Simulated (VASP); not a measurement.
Set up this calculation in VASP 6.6.1, as the native input.

```yaml
Task: relaxation of cell and atoms
Functional: PBE
Dispersion: D3(BJ)
Potentials_or_basis: VASP PAW PBE potentials, release 64 (Sn_d, S)
Cutoff: 600 eV
k_mesh: 9 × 9 × 5
Occupations: gaussian, width 0.03 eV
Spin: no spin polarisation
Target_pressure: 9.78 GPa
Further_INCAR_settings: ALGO = Normal; EDIFF = 1e-06; IBRION = 2; EDIFFG = -0.01; NSW = 90; ISIF = 3
Target_pressure: 9.78 GPa
```

The structure of SnS2 (Berndtite-2T) lies in POSCAR:

```
SnS2
1.0
    3.6390000000      0.0000000000      0.0000000000
   -1.8195000000      3.1514664444      0.0000000000
    0.0000000000      0.0000000000      5.8680000000
Sn S
1 2
Direct
    0.0000000000      0.0000000000      0.0000000000
    0.3333333333      0.6666666667      0.2500000000
    0.6666666667      0.3333333333      0.7500000000
```

One way to write it, as run:

INCAR

```
SYSTEM = SnS2
PREC = Accurate
ENCUT = 600
EDIFF = 1E-6
ISMEAR = 0
SIGMA = 0.03
LREAL = .False.
LASPH = .True.
NELM = 80
ALGO = Normal
ISIF = 3
LWAVE = .False.
LCHARG = .False.
GGA = PE
IVDW = 12
IBRION = 2
NSW = 90
EDIFFG = -0.01
PSTRESS = 97.8
```

KPOINTS

```
regular mesh
0
Gamma
  9 9 5
  0 0 0
```

Potentials or basis: VASP PAW PBE potentials, release 64 (Sn_d, S).

The run is started by

```bash
$ cat potpaw_PBE.64/Sn_d/POTCAR potpaw_PBE.64/S/POTCAR > POTCAR
$ mpirun -np 1 vasp_std > vasp.out
```

It gave:

* Relaxed volume: 19.01 Å³/atom
* Relaxed cell: a = 3.570 Å, b = 3.570 Å, c = 5.167 Å, α = 90.00°, β = 90.00°, γ = 120.00°
* Space group after relaxing (to 0.05 Å): P-3m1 (No. 164)
* Energy change on relaxing (the enthalpy is what falls): +80.9 meV/atom
* Ionic steps: 18
* Pressure after relaxing: 9.8 GPa
* Band gap on the k mesh: 0.53 eV, indirect (least direct gap 1.59 eV)
* Dispersion energy per atom: -0.395 eV

Caveat: the cell is relaxed towards a set pressure, so the enthalpy falls and the energy may rise; the volume moved by over 15 % at a fixed basis, so the end points are rough; spin-orbit coupling is left out, which moves the levels of the heavy elements; an odd mesh through Γ misses points on the zone boundary, where band edges often lie.

Run time: 4 min on 1 thread of Intel(R) Xeon(R) 6975P-C (Granite Rapids) (shared host), peak memory 0.27 GiB.
